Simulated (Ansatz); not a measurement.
MgS:

```
CELL_PARAMETERS angstrom
3.61091 0.00000 0.00000
-1.80545 3.12714 0.00000
0.00000 0.00000 3.30526
ATOMIC_POSITIONS crystal
Mg 0.00000 0.00000 0.50000
S 0.66667 0.33333 0.00000
```

The cell was built by a generator and needn't be a form met in nature.

| Quantity | Value |
| --- | --- |
| Program | Ansatz 0.2.0 |
| Task | single point |
| Functional | PBE |
| Potentials or basis | Ansatz PAW |
| Cutoff | 420 eV (not typed: the program's choice for these potentials) |
| k mesh | 9 × 9 × 8 |
| Occupations | fermi-dirac, width 0.05 eV |
| Spin | no spin polarisation |

On this cell: pressure 0.0 GPa; largest force under 0.003 eV/Å; band gap on the k mesh 1.28 eV, indirect (least direct gap 2.23 eV).

The same run follows on a disturbed copy (atoms moved at random, drawn with an rms of 0.05 Å):

```
Mg S
1.0
     3.61091    0.00000    0.00000
    -1.80545    3.12714    0.00000
     0.00000    0.00000    3.30526
Mg S
1 1
Direct
  0.99145 0.99070 0.50608
  0.68128 0.33241 0.98364
```

Q: What does the disturbed cell give?

A: The energy moves by +5.2 meV/atom; pressure 0.3 GPa; largest force 0.202 eV/Å; band gap on the k mesh 1.29 eV, indirect (least direct gap 2.21 eV).

Forces in eV/Å, atoms in the order of the input:
```
Mg   0.152  0.050 -0.124
S   -0.152 -0.050  0.124
```

Stress tensor (GPa, compression positive):
```
 0.24 -0.05 -0.30
-0.05  0.24 -0.10
-0.30 -0.10  0.37
```

Caveats: odd divisions of the mesh miss points on the zone boundary, where band edges often lie, so the gap on the mesh can be too wide.

A k mesh can miss the band edges.
